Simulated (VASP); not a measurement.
# LaB6 (Pm-3m) in VASP: settings compared

One crystal, LaB6, is run at these levels: PBE+D3(BJ), PBE; tasks: relaxation of cell and atoms.

Program: VASP 6.6.1. These are calculated values, not measurements. Logs are shortened: lines on timing, memory, paths and dates and some standing lists are left out, and cuts for length are marked.

## 1. The crystal as given

The structure is cubic, space group Pm-3m (No. 221). Conventional cell: a = 4.157 Å, b = 4.157 Å, c = 4.157 Å, α = 90.00°, β = 90.00°, γ = 90.00°. La (site symmetry m-3m) is surrounded by 24 B at 3.05 Å. B (site symmetry 4mm) is surrounded by 5 B at 1.64 to 1.78 Å.

## 2. Relaxation of cell and atoms, PBE+D3(BJ)

INCAR

```
SYSTEM = LaB6
  PREC = Accurate
  ENCUT = 600
  EDIFF = 1E-6
  ISMEAR = 1
  SIGMA = 0.1
  LREAL = .FALSE.
  LASPH = .TRUE.
  NELM = 80
  ALGO = Normal
  ISIF = 3
  LWAVE = .FALSE.
  LCHARG = .FALSE.
  GGA = PE
  IVDW = 12
  IBRION = 2
  NSW = 90
  EDIFFG = -0.01
  KPAR = 2
```

KPOINTS

```
Automatic mesh
0
G
  10 10 10
  0 0 0
```

POSCAR

```
LaB6
1.0
    4.1570000000      0.0000000000      0.0000000000
    0.0000000000      4.1570000000      0.0000000000
    0.0000000000      0.0000000000      4.1570000000
La B
1 6
Direct
    0.0000000000      0.0000000000      0.0000000000
    0.1975000000      0.5000000000      0.5000000000
    0.5000000000      0.1975000000      0.5000000000
    0.8025000000      0.5000000000      0.5000000000
    0.5000000000      0.8025000000      0.5000000000
    0.5000000000      0.5000000000      0.1975000000
    0.5000000000      0.5000000000      0.8025000000
```

Potentials or basis: VASP PAW PBE potentials, release 64 (La, B).

On the command line:

```bash
> cat potpaw_PBE.64/La/POTCAR potpaw_PBE.64/B/POTCAR > POTCAR
> mpirun -np 2 vasp_std > vasp.out
```

OUTCAR:

```text
SYSTEM = LaB6
   PREC = Accurate
   ENCUT = 600
   EDIFF = 1E-6
   ISMEAR = 1
   LREAL = .FALSE.
   LASPH = .TRUE.
   NELM = 80
   ISIF = 3
   GGA = PE
   IVDW = 12
   IBRION = 2
   NSW = 90
   EDIFFG = -0.01
 IVDW          = 12

 ion  position               nearest neighbor table
   1  0.000  0.000  0.000-
   2  0.197  0.500  0.500-   4 1.64   3 1.78   5 1.78   6 1.78   7 1.78
   3  0.500  0.197  0.500-   5 1.64   4 1.78   2 1.78   6 1.78   7 1.78
   4  0.803  0.500  0.500-   2 1.64   3 1.78   5 1.78   6 1.78   7 1.78
   5  0.500  0.803  0.500-   3 1.64   2 1.78   4 1.78   6 1.78   7 1.78
   6  0.500  0.500  0.197-   7 1.64   3 1.78   4 1.78   5 1.78   2 1.78
   7  0.500  0.500  0.803-   6 1.64   3 1.78   4 1.78   5 1.78   2 1.78

  LATTYP: Found a simple cubic cell.
 ALAT       =     4.1570000000

  Lattice vectors:

 A1 = (   4.1570000000,   0.0000000000,   0.0000000000)
 A2 = (   0.0000000000,   4.1570000000,   0.0000000000)
 A3 = (   0.0000000000,   0.0000000000,   4.1570000000)

Analysis of symmetry for initial positions (statically):
=====================================================================
 Subroutine PRICEL returns:
 Original cell was already a primitive cell.

 Routine SETGRP: Setting up the symmetry group for a
 simple cubic supercell.

 Subroutine GETGRP returns: Found 48 space group operations
 (whereof 48 operations were pure point group operations)
 out of a pool of 48 trial point group operations.

The static configuration has the point symmetry O_h .

Analysis of symmetry for dynamics (positions and initial velocities):
=====================================================================
 Subroutine PRICEL returns:
 Original cell was already a primitive cell.

 Routine SETGRP: Setting up the symmetry group for a
 simple cubic supercell.

 Subroutine GETGRP returns: Found 48 space group operations
 (whereof 48 operations were pure point group operations)
 out of a pool of 48 trial point group operations.

The dynamic configuration has the point symmetry O_h .

 Subroutine INISYM returns: Found 48 space group operations
 (whereof 48 operations are pure point group operations),
 and found     1 'primitive' translations

----------------------------------------------------------------------------------------

                                     Primitive cell

  volume of cell :      71.8357

  direct lattice vectors                    reciprocal lattice vectors
     4.157000000  0.000000000  0.000000000     0.240558095  0.000000000  0.000000000
     0.000000000  4.157000000  0.000000000     0.000000000  0.240558095  0.000000000
     0.000000000  0.000000000  4.157000000     0.000000000  0.000000000  0.240558095

  length of vectors
     4.157000000  4.157000000  4.157000000     0.240558095  0.240558095  0.240558095

  position of ions in fractional coordinates (direct lattice)
     0.000000000  0.000000000  0.000000000
     0.197500000  0.500000000  0.500000000
     0.500000000  0.197500000  0.500000000
     0.802500000  0.500000000  0.500000000
     0.500000000  0.802500000  0.500000000
     0.500000000  0.500000000  0.197500000
     0.500000000  0.500000000  0.802500000

  ion indices of the primitive-cell ions
   primitive index   ion index
                 1           1
                 2           2
                 3           3
                 4           4
                 5           5
                 6           6
                 7           7

----------------------------------------------------------------------------------------

 KPOINTS: Automatic mesh

Automatic generation of k-mesh.
 Grid dimensions read from file:
 generate k-points for:   10   10   10

 Generating k-lattice:

  Cartesian coordinates                     Fractional coordinates (reciprocal lattice)
     0.024055809  0.000000000  0.000000000     0.100000000  0.000000000  0.000000000
     0.000000000  0.024055809  0.000000000     0.000000000  0.100000000  0.000000000
     0.000000000  0.000000000  0.024055809     0.000000000  0.000000000  0.100000000

  Length of vectors
     0.024055809  0.024055809  0.024055809

  Shift w.r.t. Gamma in fractional coordinates (k-lattice)
     0.000000000  0.000000000  0.000000000

 Subroutine IBZKPT returns following result:
 ===========================================

 Found     56 irreducible k-points:

 Following reciprocal coordinates:
            Coordinates               Weight
  0.000000  0.000000  0.000000      1.000000
  0.100000  0.000000  0.000000      6.000000
  0.200000  0.000000  0.000000      6.000000
  0.300000  0.000000  0.000000      6.000000
  0.400000  0.000000  0.000000      6.000000
  0.500000  0.000000  0.000000      3.000000
[... 16 lines left out ...]
  0.200000  0.100000  0.100000     24.000000
  0.300000  0.100000  0.100000     24.000000
 [... further k-points ...]
   k-points           NKPTS =     56   k-points in BZ     NKDIM =     56   number of bands    NBANDS=     18
   number of dos      NEDOS =    301   number of ions     NIONS =      7
   total plane-waves  NPLWV =  46656
   dimension x,y,z NGX =    36 NGY =   36 NGZ =   36
   dimension x,y,z NGXF=    72 NGYF=   72 NGZF=   72
   ions per type =               1   6
   NGX,Y,Z   is equivalent  to a cutoff of  14.40, 14.40, 14.40 a.u.
   NGXF,Y,Z  is equivalent  to a cutoff of  28.79, 28.79, 28.79 a.u.
 SYSTEM =  LaB6
   PREC   = accura    normal or accurate (medium, high low for compatibility)
   ISTART =      0    job   : 0-new  1-cont  2-samecut
   ICHARG =      2    charge: 1-file 2-atom 10-const
   ISPIN  =      1    spin polarized calculation?
   LNONCOLLINEAR =      F non collinear calculations
   LSORBIT =      F    spin-orbit coupling
   LASPH  =      T    aspherical Exc in radial PAW
   ENCUT  =  600.0 eV  44.10 Ry    6.64 a.u.   8.30  8.30  8.30*2*pi/ulx,y,z
   NELM   =     80;   NELMIN=  2; NELMDL= -5     # of ELM steps
   EDIFF  = 0.1E-05   stopping-criterion for ELM
   LREAL  =      F    real-space projection
   EDIFFG = -.1E-01   stopping-criterion for IOM
   NSW    =     90    number of steps for IOM
   IBRION =      2    ionic relax: 0-MD 1-quasi-New 2-CG
   NFREE  =      1    steps in history (QN), initial steepest desc. (CG)
   ISIF   =      3    stress and relaxation
   ISYM   =      2    0-nonsym 1-usesym 2-fastsym
   POTIM  = 0.5000    time-step for ionic-motion
   TEBEG  =    0.0;   TEEND  =   0.0 temperature during run
   PSTRESS=    0.0 pullay stress
   NELECT =      29.0000    total number of electrons
   NUPDOWN=      -1.0000    fix difference up-down
   EMIN   =  10.00;   EMAX   =-10.00  energy-range for DOS
   EFERMI =   0.00;   METHOD = LEGACY
   ISMEAR =     1;   SIGMA  =   0.10  broadening in eV -4-tet -1-fermi 0-gaus
   EFERMI_NEDOS =   21; number of points for ismear=-14 and -15
   IALGO  =     38    algorithm
   IMIX   =      4    mixing-type and parameters
     AMIX     =   0.40;   BMIX     =  1.00
     AMIX_MAG =   1.60;   BMIX_MAG =  1.00
  volume/ion in A,a.u.               =      10.26        69.25
  Fermi-wavevector in a.u.,A,eV,Ry     =   1.209932  2.286439 19.918037  1.463934
  Thomas-Fermi vector in A             =   2.345494
   LORBIT       =      0    0 simple, 1 ext, 2 COOP (PROOUT), +10 PAW based schemes
   GGA     = PE    functional components
   LHFCALC =     F    Hartree Fock is set to
   AEXX    =    0.0000 exact exchange contribution
   IVDW    =    12    specifies the selected vdW correction
   LEPSILON=     F    determine dielectric tensor
   LRPA    =     F    only Hartree local field effects (RPA)
 conjugate gradient relaxation of ions
 non-spin polarized calculation
 Methfessel and Paxton  Order N= 1 SIGMA  =   0.10
  energy-cutoff  :      600.00
  volume of cell :       71.84
 maximum number of plane-waves:      2440
 NGX is ok and might be reduce to    36
   NGX = 17   NGY = 17   NGZ = 17

--------------------------------------- Ionic step        1  -------------------------------------------

 number of electron      29.0000000 magnetization

 Free energy of the ion-electron system (eV)
  ---------------------------------------------------
  ext. energy  EPLUGINS =         0.00000000
  ---------------------------------------------------
  free energy    TOTEN  =       -49.03311200 eV

  energy without entropy =      -49.03308317  energy(sigma->0) =      -49.03310239

------------------------ aborting loop because EDIFF is reached ----------------------------------------

 Edisp (eV)   -1.80399

 E8    (eV) :    -0.7587

  FORCE on cell =-STRESS in cart. coord.  units (eV):
  Direction    XX          YY          ZZ          XY          YZ          ZX
  --------------------------------------------------------------------------------------
  -------------------------------------------------------------------------------------
  Total      -2.10436    -2.10436    -2.10436     0.00000    -0.00000     0.00000
  in kB     -46.93439   -46.93439   -46.93439     0.00000    -0.00000     0.00000
  external pressure =      -46.93 kB  Pullay stress =        0.00 kB
[... 161 lines left out ...]
  energy  without entropy=      -50.8764838359  energy(sigma->0) =      -50.87654883

--------------------------------------- Ionic step        5  -------------------------------------------

 number of electron      28.9999999 magnetization

 Free energy of the ion-electron system (eV)
  ---------------------------------------------------
  ext. energy  EPLUGINS =         0.00000000
  ---------------------------------------------------
  free energy    TOTEN  =       -49.02972152 eV

  energy without entropy =      -49.02960812  energy(sigma->0) =      -49.02968372

 E-fermi :   8.7848     XC(G=0): -11.3607

 val. band max:        8.6821621470   @ k =   0.5000   0.3000   0.1000
 cond. band min:       8.8119790071   @ k =   0.4000   0.3000   0.1000
 fundamental gap:      0.1298168601
 Fermi energy:         8.7848266196

 k-point     1 :       0.0000    0.0000    0.0000
  band No.  band energies     occupation
      1     -24.2052      2.00000
      2      -7.9482      2.00000
      3      -7.9482      2.00000
      4      -7.9482      2.00000
      5      -6.8776      2.00000
      6       0.7841      2.00000
[... 10 lines left out ...]
     17       8.9934     -0.01200
     18      10.3427     -0.00000
[... 466 lines left out ...]
      2      -8.5423      2.00000
      3      -7.9674      2.00000
      4      -7.9311      2.00000
      5      -6.1452      2.00000
      6      -1.1671      2.00000
[... 10 lines left out ...]
     17      10.2043     -0.00000
     18      10.6946     -0.00000

 [... further k-points ...]

------------------------ aborting loop because EDIFF is reached ----------------------------------------

 Edisp (eV)   -1.84837

 E8    (eV) :    -0.7769

  FORCE on cell =-STRESS in cart. coord.  units (eV):
  Direction    XX          YY          ZZ          XY          YZ          ZX
  --------------------------------------------------------------------------------------
  -------------------------------------------------------------------------------------
  Total      -0.01580    -0.01580    -0.01580     0.00000     0.00000     0.00000
  in kB      -0.36135    -0.36135    -0.36135     0.00000     0.00000     0.00000
  external pressure =       -0.36 kB  Pullay stress =        0.00 kB
[... 22 lines left out ...]
  FREE ENERGIE OF THE ION-ELECTRON SYSTEM (eV)
  ---------------------------------------------------
  free  energy   TOTEN  =       -50.8780875280 eV

  energy  without entropy=      -50.8779741246  energy(sigma->0) =      -50.87804973

 reached required accuracy - stopping structural energy minimisation
```

Run time: 3.3 min. Hardware: 2 MPI ranks of Intel Xeon Platinum 8488C (Sapphire Rapids), shared host; peak memory 0.28 GiB.

Results:

```
Free energy                            : -50.8781 eV
Relaxed volume                         : 10.01 Å³/atom
Relaxed cell                           : a = 4.123 Å, b = 4.123 Å, c = 4.123 Å, α = 90.00°, β = 90.00°, γ = 90.00°
Space group after relaxing (to 0.05 Å) : Pm-3m (No. 221)
Energy gained by relaxing              : 5.9 meV/atom
Ionic steps                            : 5
Pressure after relaxing                : 0.0 GPa
Largest force after relaxing           : 0.009 eV/Å
Band gap on the k mesh                 : none (metal or under the smearing width)
Dispersion energy per atom             : -0.264 eV
```

Forces on the atoms (eV/Å):
```
La   0.000  0.000  0.000
B    0.009  0.000  0.000
B    0.000  0.009  0.000
B   -0.009  0.000  0.000
B    0.000 -0.009  0.000
B    0.000  0.000  0.009
B    0.000  0.000 -0.009
```

Step by step:
```csv
step,energy change (eV),largest force (eV/Å),pressure (GPa),volume (Å³)
1,0.0000,0.5898,-4.69,71.84
2,0.0673,1.4786,5.04,68.76
3,-0.0373,0.1435,-1.36,70.65
4,-0.0395,0.1106,0.83,69.71
5,-0.0410,0.0094,-0.04,70.08
```

Final structure:
```
La B
1.0
     4.12276    0.00000    0.00000
     0.00000    4.12276    0.00000
     0.00000    0.00000    4.12276
La B
1 6
Cartesian
  0.0000 0.0000 0.0000
  0.8220 2.0614 2.0614
  2.0614 0.8220 2.0614
  3.3007 2.0614 2.0614
  2.0614 3.3007 2.0614
  2.0614 2.0614 0.8220
  2.0614 2.0614 3.3007
```

Caveat: pairwise dispersion overbinds metals, which lowers pressure and volume. Spin-orbit coupling is left out, which matters for the levels of La.

## 3. Relaxation of cell and atoms, PBE+D3(BJ)

This run uses another cell than the first one, of 10.01 Å³/atom, 0.975 times its volume.

Edit INCAR of step 2 so:

```diff
@@ -3,3 +3,3 @@
   ENCUT = 600
-  EDIFF = 1E-6
+  EDIFF = 1E-7
   ISMEAR = 1
@@ -17,3 +17,3 @@
   NSW = 90
-  EDIFFG = -0.01
+  EDIFFG = -0.005
   KPAR = 2
```

KPOINTS is that of step 2.

POSCAR

```
LaB6                                    
1.0
    4.1227633620      0.0000000000     -0.0000000000
    0.0000000000      4.1227633620      0.0000000000
   -0.0000000000     -0.0000000000      4.1227633620
  La              B             
     1     6
Direct
     0.0000000000000000    0.0000000000000000    0.0000000000000000
     0.1993875770749671    0.5000000000000000    0.5000000000000000
     0.5000000000000000    0.1993875770749671    0.5000000000000000
     0.8006124229250329    0.5000000000000000    0.5000000000000000
     0.5000000000000000    0.8006124229250329    0.5000000000000000
     0.5000000000000000    0.5000000000000000    0.1993875770749671
     0.5000000000000000    0.5000000000000000    0.8006124229250329
```

Potentials or basis: VASP PAW PBE potentials, release 64 (La, B).

On the command line:

```bash
> cat potpaw_PBE.64/La/POTCAR potpaw_PBE.64/B/POTCAR > POTCAR
> mpirun -np 2 vasp_std > vasp.out
```

Wall time 1.8 min (2 MPI ranks of Intel Xeon Platinum 8488C (Sapphire Rapids), shared host); peak memory 0.27 GiB.

The run converged. Its results:

```yaml
Free_energy: -50.8771 eV
Relaxed_volume: 10.01 Å³/atom
Relaxed_cell: a = 4.123 Å, b = 4.123 Å, c = 4.123 Å, α = 90.00°, β = 90.00°, γ = 90.00°
Space_group_after_relaxing_to_0.05_Å: Pm-3m (No. 221)
Energy_gained_by_relaxing: 0.0 meV/atom
Ionic_steps: 3
Pressure_after_relaxing: 0.0 GPa
Band_gap_on_the_k_mesh: none (metal or under the smearing width)
Dispersion_energy_per_atom: -0.264 eV
```

Final structure:
```xyz
7
Lattice="4.1226 0.0000 0.0000 0.0000 4.1226 0.0000 0.0000 0.0000 4.1226" Properties=species:S:1:pos:R:3 pbc="T T T"
La    0.0000    0.0000    4.1226
B     0.8221    2.0613    2.0613
B     2.0613    0.8221    2.0613
B     3.3005    2.0613    2.0613
B     2.0613    3.3005    2.0613
B     2.0613    2.0613    0.8221
B     2.0613    2.0613    3.3005
```

Levels at points of the mesh, in eV from the Fermi level:
| k point | band 12 | band 13 | band 14 | band 15 | band 16 | band 17 |
| --- | --- | --- | --- | --- | --- | --- |
| (0.00, 0.00, 0.00) | -1.87 | -1.87 | -1.87 | 0.21 | 0.21 | 0.21 |
| (0.50, 0.00, 0.00) | -3.49 | -3.22 | -2.53 | -1.48 | 1.53 | 1.63 |
| (0.50, 0.50, 0.00) | -4.52 | -2.91 | -2.91 | 1.06 | 1.06 | 2.04 |
| (0.50, 0.50, 0.50) | -2.40 | -2.40 | -2.40 | 1.53 | 1.83 | 1.83 |

Caveat: pairwise dispersion overbinds metals, which lowers pressure and volume.

[end of part 1 of 2]
